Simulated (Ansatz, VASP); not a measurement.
## One calculation of Si, two programs

File INCAR:

```
PREC = Accurate
ENCUT = 520
EDIFF = 1E-6
ISMEAR = 0
SIGMA = 0.1
LREAL = False
LASPH = True
NELM = 60
ALGO = Normal
ISIF = 2
LWAVE = False
LCHARG = True
GGA = RP
LELF = True
LVHAR = True
NBANDS = 11
```

The input KPOINTS:

```
Automatic mesh
0
Gamma
  6 6 6
```

POSCAR

```
Si
1.0
    0.0000000000      2.7185000000      2.7185000000
    2.7185000000      0.0000000000      2.7185000000
    2.7185000000      2.7185000000      0.0000000000
Si
2
Direct
    0.5000000000      0.5000000000      0.5000000000
    0.7500000000      0.7500000000      0.7500000000
```

Input for Ansatz:

```yaml
crystal:
  lattice:
    - [0.0, 2.7185, 2.7185]
    - [2.7185, 0.0, 2.7185]
    - [2.7185, 2.7185, 0.0]
  atoms:
    - { symbol: Si, position: [0.5, 0.5, 0.5] }
    - { symbol: Si, position: [0.75, 0.75, 0.75] }
basis:
  ecutwfc: 420
kpoints:
  mp_grid: { grid: [6, 6, 6] }
hamiltonian:
  xc: rpbe
  pseudopotentials: { kind: paw, azcp: { folder: soft_1 } }
scf:
  occupations: { method: gaussian, width: 0.1 }
output:
  forces: true
  stress: true
  eigenvalues: true
```

Alike in both runs: task single point; functional RPBE; k mesh 6 × 6 × 6; occupations gaussian, width 0.1 eV; no spin polarisation.

|  | VASP | Ansatz |
| --- | --- | --- |
| version | VASP 6.6.1 | Ansatz 0.2.0 |
| potentials or method | VASP PAW PBE potentials, release 64 (Si) | scalar-relativistic, plane waves, PAW |
| plane-wave cutoff (eV) | 520 | 420 |
| valence electrons in the cell | 8 | 8 |

Ansatz gave:

* gap on the k mesh at the Fermi level (eV): 0.78
* least direct gap on the mesh (eV): 2.56
* pressure (GPa): 3.4

Problem. What did VASP give for the same quantities?

Solution. gap on the k mesh at the Fermi level (eV): 0.77; least direct gap on the mesh (eV): 2.57; pressure (GPa): 3.1.

Caveats: the PAW data sets were made with another functional, which shifts forces and pressure a little (VASP). A k mesh can miss the band edges.
